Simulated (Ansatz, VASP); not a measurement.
Two plane-wave programs on SiC

POSCAR

```
SiC
1.0
    3.0759982064      0.0000000000      0.0000000000
   -1.5379991032      2.6638925888      0.0000000000
    0.0000000000      0.0000000000      5.0480000000
Si C
2 2
Direct
    0.3333333333      0.6666666667      0.0000000000
    0.6666666667      0.3333333333      0.5000000000
    0.3333333333      0.6666666667      0.3850000000
    0.6666666667      0.3333333333      0.8850000000
```

The input INCAR.step1:

```
SYSTEM = SiC
PREC = Accurate
ENCUT = 520
ISMEAR = 0
SIGMA = 0.05
LREAL = .False.
LASPH = .True.
NELM = 80
NBANDS = 16
GGA = PE
ALGO = Normal
EDIFF = 1E-4
LWAVE = .True.
LCHARG = .False.
```

The input INCAR.step2:

```
SYSTEM = SiC
PREC = Accurate
ENCUT = 520
EDIFF = 1E-6
ISMEAR = 0
SIGMA = 0.05
LREAL = .False.
LASPH = .True.
NELM = 80
ALGO = Normal
ISIF = 2
LWAVE = .False.
LCHARG = .False.
METAGGA = R2SCAN
LMIXTAU = .True.
NBANDS = 16
ISTART = 1
```

KPOINTS

```
Automatic mesh
0
Gamma
  12 12 6
  0 0 0
```

Input for Ansatz:

```yaml
crystal:
  lattice:
    - [3.0759982064, 0.0, 0.0]
    - [-1.5379991032, 2.6638925888, 0.0]
    - [0.0, 0.0, 5.048]
  atoms:
    - { symbol: Si, position: [0.3333333333, 0.6666666667, 0.0] }
    - { symbol: Si, position: [0.6666666667, 0.3333333333, 0.5] }
    - { symbol: C, position: [0.3333333333, 0.6666666667, 0.385] }
    - { symbol: C, position: [0.6666666667, 0.3333333333, 0.885] }
basis:
  ecutwfc: 500
kpoints:
  mp_grid: { grid: [12, 12, 6] }
hamiltonian:
  xc: r2scan
scf:
  occupations: { method: gaussian, width: 0.05 }
output:
  forces: true
  stress: true
  eigenvalues: true
  write_density: true
  write_potential: true
  elf: true
  volumetric_format: npy
```

Alike in both runs: task single point; functional r2SCAN; k mesh 12 × 12 × 6; occupations gaussian, width 0.05 eV; no spin polarisation.

|  | VASP | Ansatz |
| --- | --- | --- |
| version | VASP 6.6.1 | Ansatz 0.2.0 |
| potentials or method | VASP PAW PBE potentials, release 64 (Si, C) | scalar-relativistic, plane waves, PAW |
| plane-wave cutoff (eV) | 520 | 500 |
| valence electrons in the cell | 16 | 16 |

```csv
,VASP,Ansatz,Ansatz less VASP
gap on the k mesh at the Fermi level (eV),2.70,2.69,-0.007
least direct gap on the mesh (eV),4.59,4.58,-0.008
pressure (GPa),0.0,0.2,+0.19
largest component of the traceless stress (GPa),2.72,2.77,+0.044
rms of the force components (eV/Å),0.445,0.446,+0.0007
```

Atom by atom the forces differ by 0.001 eV/Å (rms over components).

Caveats: the PAW data sets were made with another functional, which shifts forces and pressure a little (VASP). A k mesh can miss the band edges. r2SCAN opens gaps a little over a GGA but as a rule still falls short of measured ones.
